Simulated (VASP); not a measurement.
The system is BeTe.

```
Te Be
1.0
     0.00000    2.77000    2.77000
     2.77000    0.00000    2.77000
     2.77000    2.77000    0.00000
Te Be
1 1
Direct
  0.75000 0.75000 0.75000
  0.00000 0.00000 0.00000
```

| Item | Value |
| --- | --- |
| Program | VASP 6.6.1 |
| Task | relaxation of cell and atoms |
| Functional | PBE |
| Dispersion | TS |
| Potentials or basis | VASP PAW PBE potentials, release 64 (Te, Be) |
| Cutoff | 600 eV |
| k mesh | 8 × 8 × 8 |
| Occupations | fermi-dirac, width 0.05 eV |
| Spin | no spin polarisation |

At the start: pressure 3.5 GPa; volume 21.25 Å³/atom.

Task: Where does the relaxation end?

Result: Over 3 steps the energy falls by 12.7 meV/atom and the volume is 22.45 Å³/atom (+5.6 %); space group F-43m (No. 216, to 0.05 Å).

The path:
| step | energy change (eV) | largest force (eV/Å) | pressure (GPa) | volume (Å³) |
| --- | --- | --- | --- | --- |
| 1 | 0.0000 | 0.0000 | 3.54 | 42.51 |
| 2 | -0.0242 | 0.0000 | -0.73 | 45.46 |
| 3 | -0.0254 | 0.0000 | -0.01 | 44.89 |

Final structure:
```yaml
crystal:
  lattice:
    - [0.00000, 2.82090, 2.82090]
    - [2.82090, 0.00000, 2.82090]
    - [2.82090, 2.82090, 0.00000]
  atoms:
    - { symbol: Te, position: [0.75000, 0.75000, 0.75000] }
    - { symbol: Be, position: [0.00000, 0.00000, 0.00000] }
```
